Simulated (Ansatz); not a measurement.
## Notes on InP

```
In P
1.0
     0.00000    3.82600    0.00000
     3.82600    0.00000    0.00000
     1.91300    1.91300   -2.97761
In P
1 1
Direct
  0.00000 0.00000 0.00000
  0.42800 0.42800 0.14400
```

Method: PBE, no spin polarisation; PAW, plane waves to 420 eV, 11×11×11 Γ-centred mesh, fermi-dirac occupations (width 0.1 eV) (Ansatz 0.2.0), atoms fixed.

Task: What does the stress say?

Result: The pressure is 1.5 GPa (compression positive), so with the atoms held at these fractions the cell would first expand. The principal stresses -0.3, -0.3, 5.0 GPa differ, so its shape would change too.

Task: What happens at the Fermi level?

Result: It is a metal, with about 0.86 states/eV a cell as the mean within 0.25 eV of the Fermi level, mostly P p (73 %) and In p (13 %).

Task: Which atom feels the largest force, and which way?

Result: The largest is on P2 (and as large on other atoms): 0.26 eV/Å, components (0.00, 0.00, 0.26). It makes 180° with the line to a nearest neighbour, In1 at 2.55 Å, pointing away from it.

Task: What is the formation energy?

Result: 0.02 eV an atom against the elements' usual phases (free molecules for gases, crystals otherwise, with no correction for O₂ or N₂), too near zero to call. Relaxing would lower it.

Task: How is the charge shared?

Result: Bader charges in e: In +0.89, P -0.89. In the mean In gives up most and P takes most.

Origin: a known structure type with other elements, at an estimated volume, so it need not be a known compound.
